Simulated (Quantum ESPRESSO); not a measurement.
A run of Quantum ESPRESSO 7.5 is set up as follows.

File run.py:

```python
import numpy as np
from ase.calculators.espresso import Espresso, EspressoProfile
from ase.io import read

atoms = read('Al2Au.cif')

input_data = {
    'control': {'calculation': 'scf', 'prefix': 'pwscf', 'outdir': './tmp', 'tprnfor': True, 'tstress': True, 'disk_io': 'nowf'},
    'system': {'ecutwfc': 45.0, 'ecutrho': 360.0, 'nbnd': 15, 'occupations': 'smearing', 'smearing': 'fd', 'degauss': 0.00367493},
    'electrons': {'conv_thr': 6e-10, 'electron_maxstep': 120, 'mixing_beta': 0.5},
}
pseudopotentials = {'Al': 'al_pbesol_v1.uspp.F.UPF', 'Au': 'au_pbesol_v1.uspp.F.UPF'}
profile = EspressoProfile(command='mpirun -n 2 pw.x -nk 2', pseudo_dir='pseudo')
dft = Espresso(profile=profile, input_data=input_data, pseudopotentials=pseudopotentials, kpts=(8, 8, 8), koffset=(0, 0, 0))
atoms.calc = dft

print(f'energy {atoms.get_potential_energy():.8f} eV')
print('forces (eV/A)')
print(np.round(atoms.get_forces(), 6))
print('stress (eV/A^3, Voigt)')
print(np.round(atoms.get_stress(), 8))
print(f'Fermi level {dft.get_fermi_level():.4f} eV')
```

Contents of Al2Au.cif:

```cif
data_Al2Au
_cell_length_a 4.24264069
_cell_length_b 4.24264069
_cell_length_c 4.24264069
_cell_angle_alpha 60.00000000
_cell_angle_beta 60.00000000
_cell_angle_gamma 60.00000000
_space_group_name_H-M_alt 'P1'
_space_group_name_Hall 'P 1'
_space_group_IT_number 1
loop_
_space_group_symop_operation_xyz
'x,y,z'
loop_
_atom_site_label
_atom_site_type_symbol
_atom_site_symmetry_multiplicity
_atom_site_Wyckoff_symbol
_atom_site_fract_x
_atom_site_fract_y
_atom_site_fract_z
_atom_site_occupancy
Au1 Au 1 a 0.0000000000 0.0000000000 0.0000000000 1
Al1 Al 1 a 0.7500000000 0.7500000000 0.7500000000 1
Al2 Al 1 a 0.2500000000 0.2500000000 0.2500000000 1
```

Potentials or basis: GBRV 1.5 PBEsol.

Launch:

```sh
$ OMP_NUM_THREADS=1 python run.py
```

What does it give for the pressure?

-0.2 GPa.

Estimate the band gap on the k mesh.

none (metal or under the smearing width).

Spin-orbit coupling is left out, which matters for the levels of Au.
